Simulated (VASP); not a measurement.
# Sb2Pt (Pa-3) in VASP: notebook

Aim: see how the results for Sb2Pt move with the level of theory and the settings. Levels: LDA, PBEsol. Tasks: single point.

Program: VASP 6.6.1. These are calculated values, not measurements. Logs are shortened: lines on timing, memory, paths and dates and some standing lists are left out, and cuts for length are marked.

**Measured values to compare with.**

From a printed reference work, data compilation, for a bulk crystal of Sb2Pt: band gap 0.11 eV.

How close the calculation comes is told below.

### Step 1. The cell of the first run

It takes space group Pa-3 (No. 205, cubic). Conventional cell: a = 6.422 Å, b = 6.422 Å, c = 6.422 Å, α = 90.00°, β = 90.00°, γ = 90.00°. Within 3.6 Å of Sb (site symmetry 3) lie 3 Pt at 2.66 Å and 7 Sb at 2.79 to 3.59 Å. Pt (site symmetry -3) has 6 Sb at 2.66 Å within 3.5 Å.

### Step 2. Single point, LDA

Input file INCAR:

```
  PREC = Accurate
  ENCUT = 520
  EDIFF = 1E-6
  ISMEAR = -1
  SIGMA = 0.1
  LREAL = F
  LASPH = T
  NELM = 100
  ALGO = Normal
  ISIF = 2
  LWAVE = F
  LCHARG = F
  GGA = CA
  NBANDS = 52
```

Input file KPOINTS:

```
regular mesh
0
Gamma
  5 5 5
```

Input file POSCAR:

```
Sb2Pt
1.0
    6.4216226271      0.0000000000      0.0000000000
    0.0000000000      6.4216226271      0.0000000000
    0.0000000000      0.0000000000      6.4216226271
Sb Pt
8 4
Direct
    0.3744654427      0.3744654427      0.3744654427
    0.1255345573      0.6255345573      0.8744654427
    0.8744654427      0.1255345573      0.6255345573
    0.6255345573      0.8744654427      0.1255345573
    0.6255345573      0.6255345573      0.6255345573
    0.8744654427      0.3744654427      0.1255345573
    0.1255345573      0.8744654427      0.3744654427
    0.3744654427      0.1255345573      0.8744654427
    0.0000000000      0.0000000000      0.0000000000
    0.5000000000      0.0000000000      0.5000000000
    0.5000000000      0.5000000000      0.0000000000
    0.0000000000      0.5000000000      0.5000000000
```

Potentials or basis: VASP PAW LDA potentials, release 64 (Sb, Pt).

Launch:

```console
$ cat potpaw_LDA.64/Sb/POTCAR potpaw_LDA.64/Pt/POTCAR > POTCAR
$ mpirun -np 1 vasp_std > vasp.out
```

OUTCAR:

```text
PREC = Accurate
   ENCUT = 520
   EDIFF = 1E-6
   ISMEAR = -1
   LREAL = F
   LASPH = T
   NELM = 100
   ISIF = 2
   GGA = CA

 ion  position               nearest neighbor table
   1  0.374  0.374  0.374-  10 2.66  11 2.66  12 2.66   5 2.79   6 3.59   7 3.59   8 3.59   8 3.59
                             7 3.59   6 3.59
   2  0.126  0.626  0.874-   9 2.66  11 2.66  12 2.66   6 2.79   5 3.59   7 3.59   8 3.59   7 3.59
                             8 3.59   5 3.59
   3  0.874  0.126  0.626-   9 2.66  10 2.66  12 2.66   7 2.79   6 3.59   5 3.59   8 3.59   6 3.59
                             5 3.59   8 3.59
   4  0.626  0.874  0.126-   9 2.66  10 2.66  11 2.66   8 2.79   6 3.59   7 3.59   5 3.59   5 3.59
                             6 3.59   7 3.59
   5  0.626  0.626  0.626-  10 2.66  11 2.66  12 2.66   1 2.79   2 3.59   3 3.59   4 3.59   4 3.59
                             3 3.59   2 3.59
   6  0.874  0.374  0.126-   9 2.66  11 2.66  12 2.66   2 2.79   1 3.59   3 3.59   4 3.59   3 3.59
                             4 3.59   1 3.59
   7  0.126  0.874  0.374-   9 2.66  10 2.66  12 2.66   3 2.79   2 3.59   1 3.59   4 3.59   2 3.59
                             1 3.59   4 3.59
   8  0.374  0.126  0.874-   9 2.66  10 2.66  11 2.66   4 2.79   2 3.59   3 3.59   1 3.59   1 3.59
                             2 3.59   3 3.59
   9  0.000  0.000  0.000-   2 2.66   3 2.66   4 2.66   6 2.66   7 2.66   8 2.66
  10  0.500  0.000  0.500-   1 2.66   3 2.66   4 2.66   5 2.66   7 2.66   8 2.66
  11  0.500  0.500  0.000-   1 2.66   2 2.66   4 2.66   5 2.66   6 2.66   8 2.66
  12  0.000  0.500  0.500-   1 2.66   2 2.66   3 2.66   5 2.66   6 2.66   7 2.66

  LATTYP: Found a simple cubic cell.
 ALAT       =     6.4216226271

  Lattice vectors:

 A1 = (   6.4216226271,   0.0000000000,   0.0000000000)
 A2 = (   0.0000000000,   6.4216226271,   0.0000000000)
 A3 = (   0.0000000000,   0.0000000000,   6.4216226271)

Analysis of symmetry for initial positions (statically):
=====================================================================
 Subroutine PRICEL returns:
 Original cell was already a primitive cell.

 Routine SETGRP: Setting up the symmetry group for a
 simple cubic supercell.

 Subroutine GETGRP returns: Found 24 space group operations
 (whereof  6 operations were pure point group operations)
 out of a pool of 48 trial point group operations.

The static configuration has the point symmetry S_6 .
 The point group associated with its full space group is T_h .

Analysis of symmetry for dynamics (positions and initial velocities):
=====================================================================
 Subroutine PRICEL returns:
 Original cell was already a primitive cell.

 Routine SETGRP: Setting up the symmetry group for a
 simple cubic supercell.

 Subroutine GETGRP returns: Found 24 space group operations
 (whereof  6 operations were pure point group operations)
 out of a pool of 48 trial point group operations.

The dynamic configuration has the point symmetry S_6 .
 The point group associated with its full space group is T_h .

 Subroutine INISYM returns: Found 24 space group operations
 (whereof  6 operations are pure point group operations),
 and found     1 'primitive' translations

----------------------------------------------------------------------------------------

                                     Primitive cell

  volume of cell :     264.8100

  direct lattice vectors                    reciprocal lattice vectors
     6.421622627  0.000000000  0.000000000     0.155723881  0.000000000  0.000000000
     0.000000000  6.421622627  0.000000000     0.000000000  0.155723881  0.000000000
     0.000000000  0.000000000  6.421622627     0.000000000  0.000000000  0.155723881

  length of vectors
     6.421622627  6.421622627  6.421622627     0.155723881  0.155723881  0.155723881

  position of ions in fractional coordinates (direct lattice)
     0.374465443  0.374465443  0.374465443
     0.125534557  0.625534557  0.874465443
     0.874465443  0.125534557  0.625534557
     0.625534557  0.874465443  0.125534557
     0.625534557  0.625534557  0.625534557
     0.874465443  0.374465443  0.125534557
     0.125534557  0.874465443  0.374465443
     0.374465443  0.125534557  0.874465443
     0.000000000  0.000000000  0.000000000
     0.500000000  0.000000000  0.500000000
     0.500000000  0.500000000  0.000000000
     0.000000000  0.500000000  0.500000000

  ion indices of the primitive-cell ions
   primitive index   ion index
                 1           1
                 2           2
                 3           3
                 4           4
                 5           5
                 6           6
                 7           7
                 8           8
                 9           9
                10          10
                11          11
                12          12

----------------------------------------------------------------------------------------

 KPOINTS: regular mesh

Automatic generation of k-mesh.
 Grid dimensions read from file:
 generate k-points for:    5    5    5

 Generating k-lattice:

  Cartesian coordinates                     Fractional coordinates (reciprocal lattice)
     0.031144776  0.000000000  0.000000000     0.200000000  0.000000000  0.000000000
     0.000000000  0.031144776  0.000000000     0.000000000  0.200000000  0.000000000
     0.000000000  0.000000000  0.031144776     0.000000000  0.000000000  0.200000000

  Length of vectors
     0.031144776  0.031144776  0.031144776

  Shift w.r.t. Gamma in fractional coordinates (k-lattice)
     0.000000000  0.000000000  0.000000000

 Subroutine IBZKPT returns following result:
 ===========================================

 Found     11 irreducible k-points:

 Following reciprocal coordinates:
            Coordinates               Weight
  0.000000  0.000000  0.000000      1.000000
  0.200000  0.000000  0.000000      6.000000
  0.400000  0.000000  0.000000      6.000000
  0.200000  0.200000  0.000000     12.000000
  0.400000  0.200000  0.000000     12.000000
 -0.200000  0.400000  0.000000     12.000000
  0.400000  0.400000  0.000000     12.000000
  0.200000  0.200000  0.200000      8.000000
  0.400000  0.200000  0.200000     24.000000
  0.400000  0.400000  0.200000     24.000000
  0.400000  0.400000  0.400000      8.000000
   k-points           NKPTS =     11   k-points in BZ     NKDIM =     11   number of bands    NBANDS=     52
   number of dos      NEDOS =    301   number of ions     NIONS =     12
   total plane-waves  NPLWV = 110592
   dimension x,y,z NGX =    48 NGY =   48 NGZ =   48
   dimension x,y,z NGXF=    96 NGYF=   96 NGZF=   96
   ions per type =               8   4
   NGX,Y,Z   is equivalent  to a cutoff of  12.43, 12.43, 12.43 a.u.
   NGXF,Y,Z  is equivalent  to a cutoff of  24.85, 24.85, 24.85 a.u.
 SYSTEM =  unknown system
   PREC   = accura    normal or accurate (medium, high low for compatibility)
   ISTART =      0    job   : 0-new  1-cont  2-samecut
   ICHARG =      2    charge: 1-file 2-atom 10-const
   ISPIN  =      1    spin polarized calculation?
   LNONCOLLINEAR =      F non collinear calculations
   LSORBIT =      F    spin-orbit coupling
   LASPH  =      T    aspherical Exc in radial PAW
   ENCUT  =  520.0 eV  38.22 Ry    6.18 a.u.  11.94 11.94 11.94*2*pi/ulx,y,z
   NELM   =    100;   NELMIN=  2; NELMDL= -5     # of ELM steps
   EDIFF  = 0.1E-05   stopping-criterion for ELM
   LREAL  =      F    real-space projection
   EDIFFG = 0.1E-04   stopping-criterion for IOM
   NSW    =      0    number of steps for IOM
   IBRION =     -1    ionic relax: 0-MD 1-quasi-New 2-CG
   NFREE  =      0    steps in history (QN), initial steepest desc. (CG)
   ISIF   =      2    stress and relaxation
   ISYM   =      2    0-nonsym 1-usesym 2-fastsym
   POTIM  = 0.5000    time-step for ionic-motion
   TEBEG  =    0.0;   TEEND  =   0.0 temperature during run
   PSTRESS=    0.0 pullay stress
   NELECT =      80.0000    total number of electrons
   NUPDOWN=      -1.0000    fix difference up-down
   EMIN   =  10.00;   EMAX   =-10.00  energy-range for DOS
   EFERMI =   0.00;   METHOD = LEGACY
   ISMEAR =    -1;   SIGMA  =   0.10  broadening in eV -4-tet -1-fermi 0-gaus
   EFERMI_NEDOS =   21; number of points for ismear=-14 and -15
   IALGO  =     38    algorithm
   IMIX   =      4    mixing-type and parameters
     AMIX     =   0.40;   BMIX     =  1.00
     AMIX_MAG =   1.60;   BMIX_MAG =  1.00
  volume/ion in A,a.u.               =      22.07       148.92
  Fermi-wavevector in a.u.,A,eV,Ry     =   1.098483  2.075832 16.417676  1.206665
  Thomas-Fermi vector in A             =   2.234861
   LORBIT       =      0    0 simple, 1 ext, 2 COOP (PROOUT), +10 PAW based schemes
   GGA     = CA    functional components
   LHFCALC =     F    Hartree Fock is set to
   AEXX    =    0.0000 exact exchange contribution
   IVDW    =     0    specifies the selected vdW correction
   LEPSILON=     F    determine dielectric tensor
   LRPA    =     F    only Hartree local field effects (RPA)
 non-spin polarized calculation
  energy-cutoff  :      520.00
  volume of cell :      264.81
 maximum number of plane-waves:      7153
   NGX = 23   NGY = 23   NGZ = 23

 number of electron      80.0000009 magnetization

 Free energy of the ion-electron system (eV)
  ---------------------------------------------------
  ext. energy  EPLUGINS =         0.00000000
  ---------------------------------------------------
  free energy    TOTEN  =       -74.71613121 eV

  energy without entropy =      -74.65917619  energy(sigma->0) =      -74.68765370

 E-fermi :   9.3929     XC(G=0): -11.1960

 val. band max:        9.3671135660   @ k =   0.0000   0.0000   0.0000
 cond. band min:       9.4521682499   @ k =   0.2000   0.0000   0.0000
 fundamental gap:      0.0850546840
 Fermi energy:         9.3928831533

 k-point     1 :       0.0000    0.0000    0.0000
  band No.  band energies     occupation
      1      -3.5222      2.00000
      2      -1.2133      2.00000
      3      -1.2133      2.00000
      4      -1.2133      2.00000
      5       0.2831      2.00000
      6       0.2831      2.00000
[... 44 lines left out ...]
     51      14.0392      0.00000
     52      14.2619      0.00000

 k-point     2 :       0.2000    0.0000    0.0000
  band No.  band energies     occupation
      1      -3.3746      2.00000
      2      -1.5729      2.00000
      3      -1.1335      2.00000
      4      -1.1218      2.00000
      5       0.2921      2.00000
      6       0.2988      2.00000
[... 44 lines left out ...]
     51      13.7246      0.00000
     52      14.2035      0.00000

 k-point     3 :       0.4000    0.0000    0.0000
  band No.  band energies     occupation
      1      -2.9453      2.00000
      2      -2.2898      2.00000
      3      -0.9718      2.00000
      4      -0.9538      2.00000
      5       0.3428      2.00000
      6       0.3462      2.00000
[... 44 lines left out ...]
     51      13.6085      0.00000
     52      13.9452      0.00000
[... 331 lines left out ...]
 k-point    10 :       0.4000    0.4000    0.2000
  band No.  band energies     occupation
      1      -2.2514      2.00000
      2      -1.6614      2.00000
      3      -1.6476      2.00000
      4      -1.2145      2.00000
      5      -0.2627      2.00000
      6      -0.0536      2.00000
[... 44 lines left out ...]
     51      12.9523      0.00000
     52      13.0715      0.00000

 k-point    11 :       0.4000    0.4000    0.4000
  band No.  band energies     occupation
      1      -1.8633      2.00000
      2      -1.3743      2.00000
      3      -1.3442      2.00000
      4      -1.3442      2.00000
      5      -0.4988      2.00000
      6      -0.4988      2.00000
[... 44 lines left out ...]
     51      12.4247      0.00000
     52      12.4491      0.00000

------------------------ aborting loop because EDIFF is reached ----------------------------------------

  FORCE on cell =-STRESS in cart. coord.  units (eV):
  Direction    XX          YY          ZZ          XY          YZ          ZX
  --------------------------------------------------------------------------------------
  -------------------------------------------------------------------------------------
  Total        0.4173649      0.4173649      0.4173649     -0.0000000      0.0000000     -0.0000000
  in kB        2.5251787      2.5251787      2.5251787     -0.0000000      0.0000000     -0.0000000
  external PRESSURE =       2.5251787 kB  Pullay stress =       0.0000000 kB

 VOLUME and BASIS-vectors are now :
 -----------------------------------------------------------------------------
  energy-cutoff  :      520.00
  volume of cell :      264.81
      direct lattice vectors                 reciprocal lattice vectors
     6.421622627  0.000000000  0.000000000     0.155723881  0.000000000  0.000000000
     0.000000000  6.421622627  0.000000000     0.000000000  0.155723881  0.000000000
     0.000000000  0.000000000  6.421622627     0.000000000  0.000000000  0.155723881

 POSITION                                       TOTAL-FORCE (eV/Angst)
 -----------------------------------------------------------------------------------
      2.40468      2.40468      2.40468        -0.020803     -0.020803     -0.020803
      0.80614      4.01695      5.61549         0.020803      0.020803     -0.020803
      5.61549      0.80614      4.01695        -0.020803      0.020803      0.020803
      4.01695      5.61549      0.80614         0.020803     -0.020803      0.020803
      4.01695      4.01695      4.01695         0.020803      0.020803      0.020803
      5.61549      2.40468      0.80614        -0.020803     -0.020803      0.020803
      0.80614      5.61549      2.40468         0.020803     -0.020803     -0.020803
      2.40468      0.80614      5.61549        -0.020803      0.020803     -0.020803
      0.00000      0.00000      0.00000         0.000000      0.000000     -0.000000
      3.21081      0.00000      3.21081         0.000000      0.000000     -0.000000
      3.21081      3.21081      0.00000         0.000000      0.000000     -0.000000
      0.00000      3.21081      3.21081         0.000000      0.000000     -0.000000
 -----------------------------------------------------------------------------------
    total drift:                               -0.000000      0.000000      0.000000

  FREE ENERGIE OF THE ION-ELECTRON SYSTEM (eV)
  ---------------------------------------------------
  free  energy   TOTEN  =       -74.7161312120 eV

  energy  without entropy=      -74.6591761930  energy(sigma->0) =      -74.68765370
```

It took 2.8 min on 1 thread of Oxide Virtual Turin-like, shared host; peak memory 0.28 GiB.

What came out:

| Item | Value |
| --- | --- |
| Free energy | -74.7161 eV |
| Pressure | 0.3 GPa |
| Largest force | 0.036 eV/Å |
| Band gap on the k mesh | zero (bands 40 and 41 overlap by 0.09 eV) |

Forces in eV/Å, atoms in the order of the input:
```
Sb  -0.021 -0.021 -0.021
Sb   0.021  0.021 -0.021
Sb  -0.021  0.021  0.021
Sb   0.021 -0.021  0.021
Sb   0.021  0.021  0.021
Sb  -0.021 -0.021  0.021
Sb   0.021 -0.021 -0.021
Sb  -0.021  0.021 -0.021
Pt   0.000  0.000  0.000
Pt   0.000  0.000  0.000
Pt   0.000  0.000  0.000
Pt   0.000  0.000  0.000
```

Levels at points of the mesh, in eV from the Fermi level:
| k point | band 38 | band 39 | band 40 | band 41 | band 42 | band 43 |
| --- | --- | --- | --- | --- | --- | --- |
| (0.00, 0.00, 0.00) | -0.56 | -0.56 | -0.56 | -0.03 | -0.03 | -0.03 |

Caveat: spin-orbit coupling is left out, which moves the levels of the heavy elements.

### Step 3. Single point, PBEsol

This run uses another cell than the first one, of 22.50 Å³/atom.

Input file INCAR:

```
  ALGO = Normal
  EDIFF = 1E-6
  ENCUT = 520
  GGA = PS
  ISIF = 2
  ISMEAR = -1
  LASPH = True
  LCHARG = True
  LELF = True
  LREAL = False
  LVHAR = True
  LWAVE = False
  NBANDS = 52
  NELM = 80
  PREC = Accurate
  SIGMA = 0.1
```

Input file KPOINTS:

```
k-points
0
Gamma
  5 5 5
```

Input file POSCAR:

```
Sb2Pt
1.0
    6.4633695888      0.0000000000      0.0000000000
    0.0000000000      6.4633695888      0.0000000000
    0.0000000000      0.0000000000      6.4633695888
Sb Pt
8 4
Direct
    0.3743614924      0.3743614924      0.3743614924
    0.1256385076      0.6256385076      0.8743614924
    0.8743614924      0.1256385076      0.6256385076
    0.6256385076      0.8743614924      0.1256385076
    0.6256385076      0.6256385076      0.6256385076
    0.8743614924      0.3743614924      0.1256385076
    0.1256385076      0.8743614924      0.3743614924
    0.3743614924      0.1256385076      0.8743614924
    0.0000000000      0.0000000000      0.0000000000
    0.5000000000      0.0000000000      0.5000000000
    0.5000000000      0.5000000000      0.0000000000
    0.0000000000      0.5000000000      0.5000000000
```

Potentials or basis: VASP PAW PBE potentials, release 64 (Sb, Pt).

Launch:

```console
$ cat potpaw_PBE.64/Sb/POTCAR potpaw_PBE.64/Pt/POTCAR > POTCAR
$ mpirun -np 1 vasp_std > vasp.out
```

It took 3.5 min on 1 thread of Oxide Virtual Turin-like, shared host; peak memory 0.36 GiB.

Results (log left out):

```yaml
Free_energy: -70.4229 eV
Pressure: -0.2 GPa
Largest_force: 0.031 eV/Å
Band_gap_on_the_k_mesh: zero (bands 40 and 41 overlap by 0.10 eV)
```

Forces on the atoms (eV/Å):
```
Sb  -0.018 -0.018 -0.018
Sb   0.018  0.018 -0.018
Sb  -0.018  0.018  0.018
Sb   0.018 -0.018  0.018
Sb   0.018  0.018  0.018
Sb  -0.018 -0.018  0.018
Sb   0.018 -0.018 -0.018
Sb  -0.018  0.018 -0.018
Pt   0.000  0.000  0.000
Pt   0.000  0.000  0.000
Pt   0.000  0.000  0.000
Pt   0.000  0.000  0.000
```

Levels at points of the mesh, in eV from the Fermi level:
```tsv
k point	band 38	band 39	band 40	band 41	band 42	band 43
(0.00, 0.00, 0.00)	-0.54	-0.54	-0.54	-0.03	-0.03	-0.03
```

Caveat: the PAW data sets were made with another functional, which shifts forces and pressure a little; spin-orbit coupling is left out, which moves the levels of the heavy elements.

### Step 4. Comparison with measurements

Step 2. Against the measured gap of Sb2Pt, 0.11 eV (a printed reference work, data compilation), the calculated 0.00 eV is off by -0.11 eV. Spin-orbit coupling on Pt, Sb is left out. The value is that of LDA on a finite k mesh, which can miss the band edges, without temperature or zero-point motion. Semilocal functionals fall short of measured gaps as a rule.

Step 3. Against the measured gap of Sb2Pt, 0.11 eV (a printed reference work, data compilation), the calculated 0.00 eV is off by -0.11 eV. Spin-orbit coupling on Pt, Sb is left out. The value is that of PBEsol on a finite k mesh, which can miss the band edges, without temperature or zero-point motion. Semilocal functionals fall short of measured gaps as a rule.

The gap in the log of VASP goes by the Fermi energy; the results here count the filled bands.